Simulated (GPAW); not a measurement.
# ZnO (zincite) (P6_3mc) in GPAW: single point with PBE

Aim: the single point of ZnO (zincite) with PBE.

Everything below comes from runs of GPAW 26.7.0. Logs are shortened: lines on timing, memory, paths and dates and some standing lists are left out, and cuts for length are marked. The log counts tension as positive stress, the text compression.

**The experiment to reproduce.**

“Electronic structure of alkaline earth and post-transition metal oxides”, 2009, arxiv:0908.1581 quotes, for a bulk crystal of ZnO: band gap 3.37 eV.

The results are compared with them further down.

## Step 1: Starting point

The structure is hexagonal, space group P6_3mc (No. 186). Conventional cell: a = 3.249 Å, b = 3.249 Å, c = 5.206 Å, α = 90.00°, β = 90.00°, γ = 120.00°. Around Zn (site symmetry 3m) lie 4 O at 1.97 to 1.98 Å. O (site symmetry 3m) has 4 Zn at 1.97 to 1.98 Å as nearest neighbours.

## Step 2: Single point, PBE

Contents of run.py:

```python
from ase import Atoms
from ase.dft.bandgap import bandgap
from ase.io import write
from ase.units import GPa
from gpaw import GPAW, PW

atoms = Atoms(['Zn', 'Zn', 'O', 'O'],
              cell=[[3.249308, 0.0, 0.0],
                    [-1.624654, 2.8139832727, 0.0],
                    [0.0, 0.0, 5.205709]],
              scaled_positions=[[0.6666666667, 0.3333333333, 0.0],
                                [0.3333333333, 0.6666666667, 0.5],
                                [0.3333333333, 0.6666666667, 0.87901],
                                [0.6666666667, 0.3333333333, 0.37901]],
              pbc=True)

calc = GPAW(mode=PW(800),
            xc='PBE',
            kpts={'size': (9, 9, 5), 'gamma': True},
            occupations={'name': 'methfessel-paxton', 'order': 0, 'width': 0.011},
            nbands=31,
            convergence={'density': 1e-05, 'energy': 1e-05},
            maxiter=150,
            txt='gpaw.txt')
atoms.calc = calc
energy = atoms.get_potential_energy()
forces = atoms.get_forces()
stress = atoms.get_stress()
calc.write('gs.gpw')
write('result.traj', atoms)
print(f'Energy: {energy:.6f} eV')
print('Forces (eV/A):')
print(forces.round(4))
print('Stress (GPa):', (stress / GPa).round(3))
print('Fermi level:', round(calc.get_fermi_level(), 4), 'eV')
print(f'Gap: {bandgap(calc)[0]:.4f} eV, direct: {bandgap(calc, direct=True)[0]:.4f} eV')
```

Potentials or basis: GPAW PAW data sets (gpaw-data 1.2.1), pw.

Run with:

```sh
OMP_NUM_THREADS=1 python run.py
```

gpaw.txt:

```text
__  _  _
 | _ |_)|_||  |
 |__||  | ||/\| - 26.7.0

Input parameters:
  mode=PW(ecut=800.0),
  convergence={'density': 1e-05, 'energy': 1e-05},
  kpts=MonkhorstPack(size=(9, 9, 5), gamma=True),
  maxiter=150,
  nbands=31,
  occupations=Occupations(name='methfessel-paxton', order=0, width=0.011),
  xc=XC(name='PBE')

Diagonalizing LCAO Hamiltonian
Converting LCAO to pw mode

        O

        Zn

           O

           Zn

Atoms  # Å, Bohr magnetons
|   | symbol |         x |        y |        z |    initial magnetic moments |
|---|--------|-----------|----------|----------|-----------------------------|
| 0 |     Zn |  1.624654 | 0.937994 | 0.000000 | ( 0.0000,  0.0000,  0.0000) |
| 1 |     Zn | -0.000000 | 1.875989 | 2.602854 | ( 0.0000,  0.0000,  0.0000) |
| 2 |      O | -0.000000 | 1.875989 | 4.575870 | ( 0.0000,  0.0000,  0.0000) |
| 3 |      O |  1.624654 | 0.937994 | 1.973016 | ( 0.0000,  0.0000,  0.0000) |

Unit cell  # Å
| periodic |         x |        y |        z |  lengths |     angles |
|----------|-----------|----------|----------|----------|------------|
|      yes |  3.249308 | 0.000000 | 0.000000 | 3.249308 |  90.000000 |
|      yes | -1.624654 | 2.813983 | 0.000000 | 3.249308 |  90.000000 |
|      yes |  0.000000 | 0.000000 | 5.205709 | 5.205709 | 120.000000 |

Number of symmetries: 6
Symmetry operations  # r_c * U_cc + t_c -> r_c
|   | kind |            matrix            |
|---|------|------------------------------|
| 0 |  σ   |  1, 1, 0,  0,-1, 0,  0, 0, 1 |
| 1 |  E   |  1, 0, 0,  0, 1, 0,  0, 0, 1 |
| 2 |  C3  |  0, 1, 0, -1,-1, 0,  0, 0, 1 |
| 3 |  σ   |  0,-1, 0, -1, 0, 0,  0, 0, 1 |
| 4 |  σ   | -1, 0, 0,  1, 1, 0,  0, 0, 1 |
| 5 |  C3  | -1,-1, 0,  1, 0, 0,  0, 0, 1 |

BZ-sampling:
  Number of BZ points: 405
  Number of IBZ points: 50

  Monkhorst-Pack size: [9, 9, 5]
  Monkhorst-Pack shift: [0, 0, 0]

K-points  # in reciprocal-cell coordinates
|     |                                coordinates |     weight |
|-----|--------------------------------------------|------------|
|   0 | (  0.00000000,   0.00000000,   0.00000000) | 0.00246914 |
|   1 | (  0.00000000,   0.00000000,   0.20000000) | 0.00493827 |
|   2 | (  0.00000000,   0.00000000,   0.40000000) | 0.00493827 |
|   3 | (  0.11111111,   0.00000000,  -0.40000000) | 0.01481481 |
|   4 | (  0.11111111,   0.00000000,  -0.20000000) | 0.01481481 |
|   5 | (  0.11111111,   0.00000000,   0.00000000) | 0.01481481 |
|   6 | (  0.11111111,   0.00000000,   0.20000000) | 0.01481481 |
|   7 | (  0.11111111,   0.00000000,   0.40000000) | 0.01481481 |
|   8 | (  0.22222222,  -0.11111111,   0.00000000) | 0.01481481 |
|   9 | (  0.22222222,  -0.11111111,   0.20000000) | 0.02962963 |
| ... |                                            |            |
|  49 | (  0.44444444,   0.44444444,   0.40000000) | 0.02962963 |

Plane wave coefficients: 2471
Cutoff: 800.0 eV

Spin-components: 1 (collinear spins)
Bands:           31
Projectors:      22
Spin-degeneracy: 2
Datatype:        complex128

Parallelization:
  kpt:    1
  domain: 1
  band:   1

Density:
  Valence electrons: 36.0
  Components: 1
  Grid points: [24 24 35]
  Charge: 0.0  # |e|

Potential:
  Grid points: [24 24 35]

species:
  Zn:
    name:    Zinc
    Z:       30.0
    valence: 12
    core:    18
    charge:  0.0  # [|e|]
    compensation charges:
      type: gauss
      rc: 0.37  # [Å]
      lmax: 2
    cutoffs:
      filter: 2.14  # [Å]
      core: 2.28  # [Å]
    projectors
    | kind |    occ | energy [eV] | rcut [Å] |
    |------|--------|-------------|----------|
    |   4s |  2.000 |      -5.977 |    1.286 |
    |   4p |  0.000 |      -1.117 |    1.270 |
    |   3d | 10.000 |     -10.142 |    1.180 |
    |    s |        |      21.234 |    1.286 |
    |    p |        |      26.095 |    1.270 |
    |    d |        |      17.070 |    1.180 |

    Using partial waves for Zn as LCAO basis

  O:
    name:    Oxygen
    Z:       8.0
    valence: 6
    core:    2
    charge:  0.0  # [|e|]
    compensation charges:
      type: gauss
      rc: 0.21  # [Å]
      lmax: 2
    cutoffs:
      filter: 1.17  # [Å]
      core: 0.83  # [Å]
    projectors
    | kind |    occ | energy [eV] | rcut [Å] |
    |------|--------|-------------|----------|
    |   2s |  2.000 |     -23.961 |    0.688 |
    |   2p |  4.000 |      -9.029 |    0.598 |
    |    s |        |       3.251 |    0.688 |
    |    p |        |      18.182 |    0.598 |
    |    d |        |       0.000 |    0.619 |

    Using partial waves for O as LCAO basis

Reference energy: -101804.357908  # eV

eigensolver:
  PPCG
  Converge bands: occupied
  niter=2

density mixing:
  MSR1-Mixer
  Pratt-step length: 0.05
  Maximum mixing coefficient: 0.75
  Old densities: 10
  SVD Regularization: 0.005
  Good broyden scale: 1.0
  Trust region scale: 1.0
  Backstep threshold: 4.0
  History deletion threshold: 6.0
  Fourier metric: weight=20.0, sigma=0.015

occupation numbers:
  Methfessel-Paxton:
    width: 0.0110  # eV
    order: 0

poisson solver:
  ecut: 6400.0  # eV

xc functional:
  name: PBE with 2 nearest neighbor stencil

convergence criteria:
- Maximum integral of absolute [dens]ity change: 1e-05 electrons / valence electron
- Maximum [total energy] change in last 3 cyles: 1e-05 eV / valence electron
- Maximum integral of absolute [eigenst]ate change: 4e-08 eV^2 / valence electron
maximum number of iterations: 150

SCF iterations
|iter     | |      energy | eigst |  dens |
|---------|-|-------------|-------|-------|
|iter:   1| |  -21.607020 | +0.52 |       |
|iter:   2| |  -20.700880 | -1.48 | -0.98 |
|iter:   3| |  -18.484100 | -0.46 | -1.04 |
|iter:   4| |  -18.481906 | -2.99 | -1.62 |
|iter:   5| |  -18.487828 | -2.64 | -1.87 |
|iter:   6| |  -18.487940 | -4.42 | -2.91 |
|iter:   7| |  -18.488073c| -5.12 | -3.27 |
|iter:   8| |  -18.488099c| -5.57 | -3.64 |
|iter:   9| |  -18.488098c| -6.74 | -4.16 |
|iter:  10| |  -18.488098c| -7.96c| -4.78 |
|iter:  11| |  -18.488098c| -7.84c| -5.04c|

Converged in 11 steps
Energy contributions relative to reference atoms: (reference = -101804.357908)

Energy contributions:
  Kinetic:          43.509464
  Coulomb:         -38.235230
  Zero:              0.407505
  External:          0.000000
  Xc:              -24.169837
  Entropy:          -0.000000
  Spinorbit:         0.000000
  ----------------------------
  Free energy:     -18.488098
  Extrapolated:    -18.488098

dipole moment: (0.000002, -0.000001, -8.264196)  # |e|*Ang

Fermi level: 3.962
Eigenvalues  # (at kpt = [0.000, 0.000, 0.000])
| band index |      eig [eV] | occ [0-2] |
|------------|---------------|-----------|
|          0 |       -14.133 |     2.000 |
|        ... |               |           |
|         10 |        -0.367 |     2.000 |
|         11 |        -0.367 |     2.000 |
|         12 |        -0.100 |     2.000 |
|         13 |         3.106 |     2.000 |
|         14 |         3.106 |     2.000 |
|         15 |         3.844 |     2.000 |
[... 8 lines left out ...]
|         24 |        18.037 |     0.000 |
|         25 |        18.037 |     0.000 |
|        ... |               |           |
|         30 |        23.812 |     0.000 |

Gap: 0.796 eV
Transition (v -> c):
  (s=0, k=0, n=17, [0.00, 0.00, 0.00]) -> (s=0, k=0, n=18, [0.00, 0.00, 0.00])
No difference between direct/indirect transitions

Forces  # eV/Ang
|        x |       y |        z |
|----------|---------|----------|
| -0.00000 | 0.00000 | -0.07235 |  # Zn   0
|  0.00000 | 0.00000 | -0.07251 |  # Zn   1
| -0.00000 | 0.00000 |  0.07263 |  # O    2
| -0.00000 | 0.00000 |  0.07238 |  # O    3

Stress tensor  # eV/Ang^3
|         x |         y |         z |
|-----------|-----------|-----------|
| -0.028099 |  0.000000 | -0.000000 |
|  0.000000 | -0.028099 | -0.000000 |
| -0.000000 | -0.000000 | -0.038782 |

# Writing to gs.gpw (mode='')
```

Wall time 1.7 min (1 thread of Arm Neoverse V1, shared host); peak memory 0.24 GiB.

What came out:

```yaml
Free_energy: -18.4881 eV
Pressure: 5.1 GPa
Largest_force: 0.073 eV/Å
Band_gap_on_the_k_mesh: 0.80 eV, direct
```

Forces on the atoms (eV/Å):
```
Zn   0.000  0.000 -0.072
Zn   0.000  0.000 -0.073
O    0.000  0.000  0.073
O    0.000  0.000  0.072
```

## Step 3: Comparison with measurements

Step 2. Measured gap of ZnO: 3.37 eV (quoted in “Electronic structure of alkaline earth and post-transition metal oxides”, 2009, arxiv:0908.1581). This calculation gives 0.80 eV (-2.57 eV). So large a miss can be the level of theory's own, or it may mean another phase, state or a wrong row. The value is that of PBE, without temperature or zero-point motion. Semilocal functionals fall short of measured gaps as a rule.
